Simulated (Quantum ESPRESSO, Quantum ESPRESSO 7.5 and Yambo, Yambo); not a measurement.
## RbCl (Fm-3m): G0W0 with and without spin-orbit coupling

Is the spin-orbit change of the gap of RbCl (Fm-3m) the same in DFT and in GW?

Calculated with Quantum ESPRESSO 7.5 and Yambo 5.3.0; PBE and many-body steps on it, plane waves.

## (1) Starting point

It takes space group Fm-3m (No. 225, cubic). The conventional cell has a = 6.579 Å, b = 6.579 Å, c = 6.579 Å, α = 90.00°, β = 90.00°, γ = 90.00°. Nearest to Rb lie 6 Cl at 3.29 Å. Cl has 6 Rb at 3.29 Å nearest. Farther neighbours and most contacts between anions are not listed.

The cell and positions come from the Crystallography Open Database and are kept as given unless a step says otherwise.

## (2) Empty states on the mesh, 4×4×4 mesh, 194 bands

This step: Quantum ESPRESSO 7.5; DFT, PBE, plane waves, norm-conserving pseudopotentials.

The sums over transitions need many empty states on a uniform mesh; this step solves for them.

Contents of pw.in:

```
&control
  calculation = 'nscf'
  prefix = 'x'
  outdir = 'o'
  pseudo_dir = 'pseudo'
/
&system
  ibrav = 0
  nat = 2
  ntyp = 2
  ecutwfc = 50.0
  nbnd = 194
  force_symmorphic = .true.
/
&electrons
  conv_thr = 1e-9
  electron_maxstep = 80
  diago_full_acc = .true.
  diago_thr_init = 5e-6
/
ATOMIC_SPECIES
  Rb 85.468 Rb.upf
  Cl 35.45 Cl.upf
CELL_PARAMETERS angstrom
  -0.0000000000 3.2895000000 3.2895000000
  3.2895000000 -0.0000000000 3.2895000000
  3.2895000000 3.2895000000 -0.0000000000
ATOMIC_POSITIONS crystal
  Rb 0.0000000000 0.0000000000 0.0000000000
  Cl 0.5000000000 0.5000000000 0.5000000000
K_POINTS automatic
  4 4 4 0 0 0
```

Run with:

```bash
$ OMP_NUM_THREADS=1 mpirun -n 4 pw.x -nk 4 -in pw.in > pw.out
```

The program printed:

```text
Program PWSCF v.7.5 starts

     This program is part of the open-source Quantum ESPRESSO suite
     for quantum simulation of materials; please cite
         "P. Giannozzi et al., J. Phys.:Condens. Matter 21 395502 (2009);
         "P. Giannozzi et al., J. Phys.:Condens. Matter 29 465901 (2017);
         "P. Giannozzi et al., J. Chem. Phys. 152 154105 (2020);
     in publications or presentations arising from this work. More details at

     Atomic positions and unit cell read from directory:
     o/x.save/

     Message from routine setup:
[...]
k =-0.3536-0.3536 0.3536 (  2884 PWs)   bands (ev):

[...]
52.4359  52.7391  55.5416  55.5416  56.5941  56.5941  56.8738  56.8738
     [... 13 further rows ...]
   105.3022 105.3022 105.5681 106.3464 106.5887 106.5887 107.2733 107.2734
   108.1899 108.4396

          k = 0.3536 0.0000 0.0000 (  2858 PWs)   bands (ev):

     [... further k-points ...]

     highest occupied, lowest unoccupied level (ev):     1.0594    6.0622

     XML data file, pseudopotentials, collected wavefunctions

=------------------------------------------------------------------------------=
   JOB DONE.
=------------------------------------------------------------------------------=
```

Wall time 12 s (4 MPI ranks of Arm Neoverse V1, shared host); peak memory 0.43 GiB.

This step gave:

* gap: 5.003 eV
* k of the valence top: 0, 0, 0
* k of the conduction bottom: 0, 0, 0
* least direct gap: 5.003 eV
* k points computed: 8
* lowest point of the top converged band, above the valence top: 104.8362 eV

On this mesh the gap is 5.003 eV.

The density comes from a self-consistent run that is not shown.

## (3) Conversion and set-up

This step: Yambo 5.3.0; conversion and set-up on PBE, plane waves, norm-conserving pseudopotentials.

The states are converted to the many-body program's format and the q mesh is built.

Run with:

```bash
$ (cd o/x.save; p2y > p2y.log; mv SAVE ../..); yambo > setup.log
```

The program printed:

```text
 Yambo, version 5.3.0

 [02] CORE Variables Setup
 =========================

  [02.01] Unit cells
  ==================

  Cell kind             :  FCC
  Atoms in the cell     :  Rb  Cl
  number of Rb atoms    :  1
  number of Cl atoms    :  1

  List of atomic masses
  Mass of Rb    :  85.46800
  Mass of Cl    :  35.45000

  List of atomic coordinates    : [cc]
  Rb1       :  0.000000  0.000000  0.000000  order 1
  Cl1       :  6.216254  6.216254  6.216254  order 2

  Alat factors          :  6.216254  6.216254  6.216254 [a.u.]
  Direct lattice volume :  480.4147 [a.u.]
[...]
==========================================

 IBZ Q-points                                      :   8
 BZ  Q-points                                      :   64

 K/Q-points units:
 rlu = crystal or reduced units; cc = cartesian coordinates; iku = interal k-units

 Q [1]          [rlu]:  0.000000  0.000000  0.000000
 Q [2]          [rlu]: -0.83742E-17 -0.83742E-17  0.25000
 Q [3]          [rlu]:  0.16748E-16  0.16748E-16 -0.50000
[...]
Q [7]          [rlu]:  0.19834E-16 -0.50000     -0.50000
 Q [8]          [rlu]:  0.250000 -0.500000 -0.250000

  [03.01] X indexes
  =================

   [03.01.01] Sigma indexes
   ========================

 [06] Game Over & Game summary
```

Elapsed: 2.2 s, on 1 MPI rank; peak memory 0.25 GiB.

## (4) Scalar-relativistic

G0W0 replaces the xc potential by the self-energy, built once from these orbitals. Only a window of levels is corrected, while the sums run over the empty bands that the input names.

This step: G0W0 on PBE, plane waves, norm-conserving pseudopotentials.

Contents of gw1.in:

```
HF_and_locXC
gw0
dyson
ppa
em1d
rim_cut
RandQpts= 1000000
RandGvec= 1 RL
EXXRLvcs= 50 Ry
VXCRLvcs= 200 Ry
Chimod= "HARTREE"
% BndsRnXp
 1 | 194 |
%
NGsBlkXp= 13 Ry
% LongDrXp
 1 | 1 | 1 |
%
% GbndRnge
 1 | 194 |
%
DysSolver= "n"
ExtendOut
PPAPntXp= 27.21138 eV
% QPkrange
 1 | 1 | 7 | 10 |
%
```

Run with:

```bash
$ OMP_NUM_THREADS=1 mpirun -n 4 yambo -F gw1.in -J gw1 -C gw1 > gw1.log
```

The program printed:

```text
 Yambo, version 5.3.0

 [02] CORE Variables Setup
 =========================

  [... cell, symmetries and grids as in the set-up ...]

  [02.05] Energies & Occupations
  ==============================

  [X] === General ===
  [X] Electronic Temperature                        :  0.000000  0.000000 [eV K]
  [X] Bosonic    Temperature                        :  0.000000  0.000000 [eV K]
  [X] Finite Temperature mode                       : no
  [X] El. density                                   :  0.22475E+24 [cm-3]
  [X] Fermi Level                                   :  1.059426 [eV]

  [X] === Gaps and Widths ===
  [X] Conduction Band Min                           :  5.002746 [eV]
  [X] Valence Band Max                              :  0.000000 [eV]
  [X] Filled Bands                                  :   8
  [X] Empty Bands                                   :    9  194
  [X] Direct Gap                                    :  5.002746 [eV]
  [X] Direct Gap localized at k                     :  1
  [X] Indirect Gap                                  :  5.002746 [eV]
  [X] Indirect Gap between kpts                     :  1  1
  [X] Last valence band width                       :  0.337909 [eV]
  [X] 1st conduction band width                     :  2.744411 [eV]

 [03] Transferred momenta grid and indexing
 ==========================================

 IBZ Q-points                                      :   8
 BZ  Q-points                                      :   64

 K/Q-points units:
 rlu = crystal or reduced units; cc = cartesian coordinates; iku = interal k-units

 Q [1]          [rlu]:  0.000000  0.000000  0.000000
 Q [2]          [rlu]: -0.83742E-17 -0.83742E-17  0.25000
 Q [3]          [rlu]:  0.16748E-16  0.16748E-16 -0.50000
 Q [4]          [rlu]: -0.99171E-17  0.25000      0.25000
 Q [5]          [rlu]: -0.11035E-16  0.25000      0.50000
 Q [6]          [rlu]:  0.16157E-16  0.25000     -0.25000
 Q [7]          [rlu]:  0.19834E-16 -0.50000     -0.50000
 Q [8]          [rlu]:  0.250000 -0.500000 -0.250000

 [04] Coloumb potential Random Integration (RIM)
 ===============================================

  [04.01] RIM initialization
  ==========================

  * Diagonal components only detected *

  8 x (sBL volume)        :  0.064541 [a.u.]
  sBZ random points       :  1000000
  Points outside the sBZ  :   7968281
  RL volume               :  0.516325 [a.u.]
  Integrated volume       :  0.518381 [a.u.]

  [04.02] RIM integrals
  =====================

  Gamma point sphere radius             :  0.072760 [a.u.]
  Points outside the sphere             :   800476
  [Int_sBZ(q=0) 1/q^2]*(Vol_sBZ)^(-1/3) =:  7.776341
                                 should be <:  7.795600

  Summary of Coulomb integrals for non-metallic bands |Q|[au] RIM/Bare

  Q [1] 0.100000E-4 0.997530 * Q [2] 0.218838 1.068930
  Q [4] 0.252692 1.066842 * Q [6] 0.357360 1.029370
  Q [5] 0.419042 1.022832 * Q [3] 0.437675 1.020347
  Q [7] 0.505384 1.017473 * Q [8] 0.565036 1.014532

 [05] Dipoles
 ============

  [05.01] Setup: observables and procedures
  =========================================

 [06] Dynamic Dielectric Matrix (PPA)
 ====================================

 [WR./gw1//ndb.pp]---------------------------------------------------------------
  Brillouin Zone Q/K grids (IBZ/BZ)                :    8   64    8   64
  RL vectors                                       :   3647 [WF]
  Coulomb cutoff potential                         : none
  Electronic Temperature                           :  0.000000 [K]
  Bosonic    Temperature                           :  0.000000 [K]
  PPA    diel. fun.  energies                      : Perdew, Burke & Ernzerhof(X)+Perdew, Burke & Ernzerhof(C)
  wavefunctions                                    : Perdew, Burke & Ernzerhof(X)+Perdew, Burke & Ernzerhof(C)
  Global Gauge                                     : length
  X matrix size                                    :   387
  X band range                                     :    1  194
  X e/h energy range                               : -1.000000 -1.000000 [eV]
  X Time ordering                                  : R
  X Hxc Kernel                                     : HARTREE
  X Drude frequency                                :  0.000000  0.000000
  X poles                                          :  100.0000 [o/o]
  RL vectors in the sum                            :   3647
  [r,Vnl] included                                 : yes
  Field direction                                  :  0.577350E-5  0.577350E-5  0.577350E-5
  BZ energy Double Grid                            : no
  BZ energy DbGd points                            : 0
  BZ Q point size factor                           : -1.000000
  X Optical Averaged directions                    : none

 [07] Local Exchange-Correlation + Non-Local Fock
 ================================================

 [VXC] Plane waves :  22995
 [EXS] Plane waves :  2891

 QP @ state[ 1 ] K range:  1  1
 QP @ state[ 1 ] b range:   7  10

 [xc] Functional : Perdew, Burke & Ernzerhof(X)+Perdew, Burke & Ernzerhof(C)
 [xc] LIBXC used to calculate xc functional
  PP Number of Atomic Species                      :  2
  NLCC RL compoments                               :  22995
  PP Number of Atomic Species                      :  2
  NLCC RL compoments                               :  22995

 [xc] E_xc :  -6.714859 [Ha]
      E_xc :  -13.42972 [Ry]

  Local XC kind (lXC) : Perdew, Burke & Ernzerhof(X)+Perdew, Burke & Ernzerhof(C)
  Non-Local XC kind (nlXC) : Hartree-Fock

  Corrections @ K [1] :  [eV]
 <7|nlXC|7> = -18.52922  0.10478E-16 <7|lXC|7> = -14.02433 -0.18882E-15
 <8|nlXC|8> = -18.52922 -0.17611E-16 <8|lXC|8> = -14.02433 -0.18882E-15
 <9|nlXC|9> = -3.027009  0.16057E-17 <9|lXC|9> = -6.590254 -0.47204E-16
 <10|nlXC|10> = -3.443919  0.22245E-17 <10|lXC|10> = -7.734219  0.000000

 [08] Dyson equation: Newton solver
 ==================================

  [08.01] G0W0 (W PPA)
  ====================

  [  GW  ] Bands range     :    1  194
  [GW/PPA] G damping       :  0.100000 [eV]

  QP @ state[ 1 ] K range:  1  1
  QP @ state[ 1 ] b range:   7  10

   Sc/G bands                                       :    1  194
   Sc/G damping                                     :  0.100000 ev
   Sc bands terminator                              : no
   Sx RL components                                 :  2891

   QP @ state[ 1 ] K range                          :  1  1
   QP @ state[ 1 ] b range                          :   7  10
   GF energies kind                                 : Perdew, Burke & Ernzerhof(X)+Perdew, Burke & Ernzerhof(C)
   GF WF`s kind                                     : Perdew, Burke & Ernzerhof(X)+Perdew, Burke & Ernzerhof(C)
   Xs energies kind                                 : Perdew, Burke & Ernzerhof(X)+Perdew, Burke & Ernzerhof(C)
   Xs WF`s kind                                     : Perdew, Burke & Ernzerhof(X)+Perdew, Burke & Ernzerhof(C)

 [11] Game Over & Game summary
```

Run time: 2.4 min. Hardware: 4 MPI ranks; peak memory 1.6 GiB; 9.6 min of CPU time.

This step gave:

* G0W0 gap on the points computed: 7.835 eV
* starting gap on the mesh: 5.003 eV
* k of the valence top: 0, 0, 0
* k of the conduction bottom: 0, 0, 0
* least direct G0W0 gap on the computed points: 7.835 eV
* Z at the valence top: 0.8087
* Z at the conduction bottom: 0.8810

The gap on the mesh goes from 5.00 eV to 7.84 eV, a correction of +2.83 eV.

## (5) Empty states on the mesh, 4×4×4 mesh, 388 bands

This step: Quantum ESPRESSO 7.5; DFT, PBE with spin-orbit coupling, plane waves, norm-conserving pseudopotentials.

Edit pw.in of step 2 so:

```diff
@@ -11,4 +11,6 @@
   ecutwfc = 50.0
-  nbnd = 194
+  nbnd = 388
   force_symmorphic = .true.
+  noncolin = .true.
+  lspinorb = .true.
 /
```

Run with:

```bash
$ OMP_NUM_THREADS=1 mpirun -n 4 pw.x -nk 4 -in pw.in > pw.out
```

The program printed:

```text
[banner, memory and clock lines left out]
Program PWSCF v.7.5 starts

     Atomic positions and unit cell read from directory:
     o/x.save/

     Message from routine setup:
     using ibrav=0 with symmetry is DISCOURAGED, use correct ibrav instead

     G-vector sticks info

     bravais-lattice index     =            0
     lattice parameter (alat)  =       8.7911  a.u.
     unit-cell volume          =     480.4147 (a.u.)^3
     number of atoms/cell      =            2
     number of atomic types    =            2
     number of electrons       =        16.00
[...]
[... 37 further rows ...]
[...]
107.3270 107.3270 107.3673 107.3673

          k =-0.3536-0.3536 0.3536 (  2884 PWs)   bands (ev):

[...]
30.9162  30.9162  30.9581  30.9581  31.8344  31.8344  33.0946  33.0946
     [... 37 further rows ...]
   106.5257 106.5257 106.6495 106.6495 107.2669 107.2669 107.2806 107.2806
   108.1905 108.1905 108.4088 108.4090

          k = 0.3536 0.0000 0.0000 (  2858 PWs)   bands (ev):

     [... further k-points ...]

     highest occupied, lowest unoccupied level (ev):     1.1060    6.0644

     XML data file, pseudopotentials, collected wavefunctions
```

It took 83 s on 4 MPI ranks; peak memory 1.1 GiB.

This step gave:

```yaml
gap: 4.958 eV
k_of_the_valence_top: 0, 0, 0
k_of_the_conduction_bottom: 0, 0, 0
least_direct_gap: 4.958 eV
k_points_computed: 8
lowest_point_of_the_top_converged_band_above_the_valence_top: 104.7952 eV
```

On this mesh the gap is 4.958 eV.

The density comes from a self-consistent run that is not shown, made with spin-orbit coupling and fully relativistic files.

[end of part 1 of 2]

[Paths, hosts, dates, memory and timing lines, banners, echoed tables and standing remarks are left out of the program output.]

[Logs are printed without paths, hosts, clocks, repeated set-up lines and the standing remarks that a program may print on its own settings, such as how far it seeks lower states.]

[Runs of the session that timed out or met a known fault of the program may be left out.]

[Hosts, paths, dates, database ids (printed as entryN), source tags and the programs' standing remarks are cut or masked in the printed files.]
